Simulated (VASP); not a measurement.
## Ca8H15 (a cell with a defect): single point with PBEsol

Ca8H15 (a cell with a defect):

```
Ca H
1.0
    -6.04350   -3.65262    0.00000
     6.04350   -3.65262    0.00000
     0.00000    0.00000    6.91152
Ca H
8 15
Cartesian
  1.5362 -2.7660 0.9758
  -4.6174 -4.5979 4.0755
  4.4545 -2.8771 2.7461
  -1.3337 -4.4451 6.1972
  1.3585 -6.2167 1.0710
  1.7788 -4.6782 4.2102
  -1.5598 -2.8719 2.6255
  -1.4434 -0.6536 6.2246
  1.0997 -0.2470 6.5728
  -1.2479 -6.0972 0.7666
  -2.3221 -4.3194 4.2945
  -0.1571 -6.1183 5.0239
  -3.0295 -4.1633 1.9292
  2.2157 -2.5783 5.3691
  -0.1590 -1.3497 2.0754
  -3.3911 -2.3131 2.6999
  1.3601 -4.5236 6.5828
  -0.3442 -2.7438 0.5404
  4.0636 -4.9543 3.9826
  -0.5326 -2.9864 4.7026
  3.1097 -4.3784 1.4448
  -2.6295 -2.8477 5.4944
  -0.1780 -4.6597 2.7437
```

```
Program             : VASP 6.6.1
Task                : single point
Functional          : PBEsol
Potentials or basis : VASP PAW PBE potentials, release 64 (Ca_sv, H)
Cutoff              : 520 eV
k mesh              : 2 × 2 × 2
Occupations         : fermi-dirac, width 0.05 eV
Spin                : no spin polarisation
```

```yaml
Largest_force: 1.751 eV/Å
Band_gap_on_the_k_mesh: 0.12 eV, indirect (least direct gap 0.15 eV)
```

Forces in eV/Å, atoms in the order of the input:
```
Ca   0.730  0.851 -0.597
Ca   0.644 -0.139  0.455
Ca  -0.444  0.255  1.090
Ca  -0.025  0.601 -0.364
Ca   0.392  0.657  0.031
Ca  -0.690  0.369  0.689
Ca   1.150 -0.276  0.859
Ca   0.252 -0.928  0.249
H   -0.544 -1.381 -0.742
H    0.355 -0.279 -0.693
H   -0.085 -0.661 -0.617
H   -0.249 -0.411 -0.334
H   -0.531 -0.908 -0.834
H    0.689 -0.322  0.340
H    0.675  1.018  0.211
H   -1.588 -0.138  0.723
H   -0.371 -0.171 -0.161
H   -1.576 -0.222 -0.398
H    0.063  1.269  0.326
H    0.751  0.328  0.012
H    0.334  0.063 -0.306
H   -0.550  0.817  0.576
H    0.618 -0.392 -0.517
```

Levels at points of the mesh, in eV from the valence-band top:
| k point | band 46 | band 47 | band 48 | band 49 | band 50 | band 51 |
| --- | --- | --- | --- | --- | --- | --- |
| (0.00, 0.00, 0.00) | -2.77 | -1.88 | -0.21 | 0.14 | 0.45 | 0.66 |
| (0.50, 0.00, 0.00) | -2.55 | -2.03 | -0.18 | 0.33 | 0.48 | 0.78 |
| (0.00, 0.50, 0.00) | -2.63 | -1.97 | -0.03 | 0.12 | 0.71 | 0.87 |
| (0.50, 0.50, 0.00) | -2.59 | -1.81 | -0.14 | 0.50 | 0.61 | 0.93 |
| (0.00, 0.00, 0.50) | -2.52 | -2.07 | -0.32 | 0.24 | 0.65 | 0.80 |
| (0.50, 0.00, 0.50) | -2.41 | -1.94 | -0.22 | 0.33 | 0.65 | 0.93 |
| (0.00, 0.50, 0.50) | -2.56 | -2.00 | 0.00 | 0.42 | 0.72 | 0.80 |
| (0.50, 0.50, 0.50) | -2.45 | -1.85 | -0.24 | 0.50 | 0.65 | 0.91 |

It took 8.4 min on 1 thread of Intel(R) Xeon(R) 6975P-C (Granite Rapids) (shared host), peak memory 0.41 GiB.

Caveat: the k mesh is coarse (spacing up to 0.50 Å⁻¹), so the values aren't converged; the cell carries a net charge on a neutralising background, which shifts energy and pressure; the cell is charged against a uniform background, so pressure and absolute levels hang on convention; the PAW data sets were made with another functional, which shifts forces and pressure a little. Expect the measured gap to be larger: semilocal functionals such as PBEsol lack the derivative discontinuity.
